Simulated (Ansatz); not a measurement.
**NiO2 in Ansatz: the effect of functional**

The system is NiO2.

```
CELL_PARAMETERS angstrom
1.38318 0.79858 6.88004
-1.38318 0.79858 6.88004
0.00000 -1.59716 6.88004
ATOMIC_POSITIONS crystal
Ni 0.00000 0.00000 0.00000
O 0.37879 0.37879 0.37879
O 0.62121 0.62121 0.62121
```

The cell comes from a database or a generator and needn't be the stable form of this composition.

The cell isn't the ideal one: volume scaled by 0.96.

Alike in all runs:

- Program: Ansatz 0.2.0
- Task: single point
- Potentials or basis: Ansatz PAW
- k mesh: 11 × 11 × 11
- Occupations: fermi-dirac, width 0.05 eV
- Spin: collinear spin, ferromagnetic start
- Starting moments: [1.0, 0.0, 0.0] μB

Question: One run gave: gap on the mesh 1.32 eV; pressure 1.5 GPa; largest force 0.06 eV/Å. Which functional did it use?
A. PBEsol
B. r2SCAN
C. LDA

Answer: A.

```csv
functional,cutoff,gap on the mesh (eV),pressure (GPa),largest force (eV/Å)
LDA,420 eV (not typed: the program's choice for these potentials),1.26,-3.0,0.43
PBEsol,420 eV (not typed: the program's choice for these potentials),1.32,1.5,0.06
r2SCAN,500 eV (not typed: the program's choice for these potentials),1.85,1.1,0.11
```

Caveats: odd divisions of the mesh miss points on the zone boundary, where band edges often lie, so the gap on the mesh can be too wide; the PAW data sets come from PBE, with cores solved anew for the run's functional, which leaves a small shift of forces and pressure; the starting moments weren't kept; the magnetic or orbital state may not be the lowest (some runs).

A k mesh can miss the band edges.

Runs at the PBE level aren't shown here.
